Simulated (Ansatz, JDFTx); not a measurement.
Given: the input of a run of JDFTx 1.7.0 (patched build) on NbAs. 

The input NbAs.in:

```
lattice \
   -3.2613838322     3.2613838322     3.2613838322 \
    3.2613838322    -3.2613838322     3.2613838322 \
   11.0360005678    11.0360005678   -11.0360005678
coords-type Lattice
ion Nb     0.5000000000     0.0000000000     0.5000000000 1
ion Nb     0.7500000000     0.7500000000     0.0000000000 1
ion As     0.9160000000     0.4160000000     0.5000000000 1
ion As     0.1660000000     0.1660000000     0.0000000000 1

ion-species pseudo/Nb.upf
ion-species pseudo/As.upf
elec-cutoff 42 336
elec-ex-corr gga-PBEsol
kpoint-folding 11 11 11
elec-smearing Fermi 0.0018374661
elec-n-bands 37
electronic-SCF nIterations 100 energyDiffThreshold 1e-09
electronic-minimize nIterations 30 energyDiffThreshold 1e-7
converge-empty-states yes
forces-output-coords Cartesian

dump-name run.$VAR
dump End Ecomponents EigStats BandEigs Kpoints Forces Stress
```

Potentials or basis: PseudoDojo-SR-PBEsol-0.4.1-standard with smoothed tails.

Launch:

```bash
$ jdftx -c 1 -i NbAs.in -o NbAs.out
```

Task: Set up the same calculation for Ansatz 0.2.0. Potentials or basis there: all-electron LAPW, scalar-relativistic.

Result: As run (cutoffs and basis follow the program's own potentials, and thresholds, step limits or extra output files can differ):

File input.yaml:

```yaml
crystal:
  lattice:
    - [-1.72585, 1.72585, 5.84]
    - [1.72585, -1.72585, 5.84]
    - [1.72585, 1.72585, -5.84]
  atoms:
    - { symbol: Nb, position: [0.5, 0.0, 0.5] }
    - { symbol: Nb, position: [0.75, 0.75, 0.0] }
    - { symbol: As, position: [0.916, 0.416, 0.5] }
    - { symbol: As, position: [0.166, 0.166, 0.0] }
kpoints:
  mp_grid: { grid: [11, 11, 11] }
scf:
  occupations: { method: fermi_dirac, width: 0.05 }
hamiltonian:
  xc: pbesol
  pseudopotentials: { kind: all_electron, lapw: { basis_error: 0.001 } }
output:
  forces: true
  stress: true
  eigenvalues: true
  populations: true
```

Potentials or basis: all-electron LAPW, scalar-relativistic.

The run is started by

```console
$ ansatz run input.yaml --threads 2 --pin off --max-ram 8192MiB --backend cpu --events-out ev --progress --plain --runs-dir out
```

Both were run:

|  | JDFTx | Ansatz |
| --- | --- | --- |
| Pressure | -2.3 GPa | -2.3 GPa |
| Largest force | 0.288 eV/Å | 0.288 eV/Å |

Where Ansatz's input types no cutoff or centring, it takes its own default and a Γ-centred mesh.

Pressure is positive in compression.
